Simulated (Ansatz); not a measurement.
**Relaxing PbS (rocksalt structure)**

**What was measured.** A measured cell of cubic PbS (space group Fm-3m) at 200 K, from the Crystallography Open Database (1987, doi:10.1107/S0108270187091509), has a = 5.924 Å and 25.98 Å³/atom.

Computed with Ansatz (plane waves, PAW, 420 eV cutoff): PBEsol, scalar-relativistic, no spin polarisation, 10×10×10 k-mesh, Gaussian smearing of 0.05 eV; PAW files: Ansatz's generated set soft_2.

The start was a prototype's sites filled with these elements; the Crystallography Open Database holds the compound in this structure.

The first cell, 1 % over the database's volume:

```
Pb S
1.0
     0.00000    2.97485    2.97485
     2.97485    0.00000    2.97485
     2.97485    2.97485    0.00000
Pb S
1 1
Cartesian
  2.9749 2.9749 2.9749
  0.0000 0.0000 0.0000
```

The first steps of the search for zero pressure:

```csv
run,level,k-mesh,kind,V (Å³/atom),P (GPa),gap on the mesh (eV)
1,PBEsol,10×10×10,fixed cell,26.33,-1.3,0.28
```

Q: At which volume does PBEsol reach zero pressure?

A: 25.71 Å³/atom, about 2.3 % under the start.

The steps that followed:

```csv
run,level,k-mesh,kind,V (Å³/atom),P (GPa),E − E(final) (meV/atom),gap on the mesh (eV)
2,PBEsol,10×10×10,fixed cell,26.09,-0.8,1.0,0.25
3,PBEsol,10×10×10,fixed cell,25.71,0.0,0.0,0.19
```

The cell is relaxed to zero pressure at this level.

The final structure (symmetry read at 0.01 Å). Symmetry: Fm-3m, No. 225, cubic system. Conventional cell: a = 5.903 Å, b = 5.903 Å, c = 5.903 Å, α = 90.00°, β = 90.00°, γ = 90.00°. Around Pb (site symmetry m-3m) lie 6 S at 2.95 Å. Around S (site symmetry m-3m) lie 6 Pb at 2.95 Å. (Neighbours are counted to 15 % beyond the shortest distance.)

- At the final geometry the gap, band path included, is 0.19 eV.
- The equation of state gives B0 = 60 GPa and B0′ = 4.1.
- The elastic tensor is positive definite (smallest eigenvalue 19.9 GPa).
- Against the elements' standard states, run alike and uncorrected, the formation energy is -0.54 eV/atom.

**Comparison.** The computed cell (5.903 Å, 25.71 Å³/atom) differs from the database's by −1.0 % in volume, about −0.3 % in length. PBEsol was built to cure PBE's overestimate of volumes, and the static lattice lacks thermal expansion.

These numbers lack spin–orbit coupling.
